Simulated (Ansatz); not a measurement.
Zincblende BaTe, relaxed with r2SCAN in the plane-wave code Ansatz. The symmetry is F-43m (No. 216, cubic); a = 7.828 Å in the conventional setting, 59.97 Å³ an atom. Ba has 4 Te at 3.39 Å; Te has 4 Ba at 3.39 Å.

The axes x, y and z are those of this cell:
```
Ba Te
1.0
     0.00000    3.91416    3.91416
     3.91416    0.00000    3.91416
     3.91416    3.91416    0.00000
Ba Te
1 1
Direct
  0.00000 0.00000 0.00000
  0.25000 0.25000 0.25000
```

Unstrained: The PBE gap is indirect, 2.566 eV (W to Γ), below the direct gap of 2.938 eV at W. The r2SCAN gap is indirect, 2.939 eV (W to Γ), below the direct gap of 3.204 eV at X. With HSE06 the valence top lies at W and the conduction bottom at Γ, 3.312 eV higher; the smallest vertical gap, at X, is 3.700 eV. Meshes: PBE 6×6×6, r2SCAN 6×6×6, HSE06 4×4×4. Strains are changes of length per length. After each strain the atoms were relaxed again with r2SCAN within the symmetry that the strain leaves, so tilts or polar shifts that break it weren't tested; points keep the names that they have in the unstrained zone. These are computed values for a spin-unpolarised cell that may be hypothetical; none is a measurement.

(1) Apply uniaxial +5.8 % along [111], other directions held. How far does the gap move, against the unstrained cell?

(2) For epitaxial +4.62 % in the xy plane, how far does the free direction move, and what happens to the gap?

Results:

(1) PBE: the gap goes from 2.566 to 2.445 eV (-0.121 eV); the edges move from W → Γ to X → Γ. r2SCAN: the gap goes from 2.939 to 2.813 eV (-0.126 eV); the edges move from W → Γ to X → Γ. HSE06: the gap goes from 3.312 to 3.174 eV (-0.138 eV); the edges move from W → Γ to X → Γ. The r2SCAN energy rises by 16.4 meV an atom.

(2) The normal strain at zero normal stress is -10.59 %, 2.29 of the in-plane strain with the sign turned. PBE: the gap goes from 2.566 to 2.454 eV (-0.112 eV); the edges go from W → Γ to Γ–X (0.92) → Γ. r2SCAN: the gap goes from 2.939 to 2.843 eV (-0.096 eV); the edges go from W → Γ to Γ–X (0.92) → Γ.

No spin-orbit coupling is included; it can move band edges with weight on the heavy atoms by tenths of an eV.

Where an edge lies off the special points, it is a point of the mesh or the k point where a search put PBE's edge or least direct gap, reused for the other functionals, whose own edges may lie a little apart.

The meshes of the hybrids are coarse, so their gaps aren't converged to the digits shown.
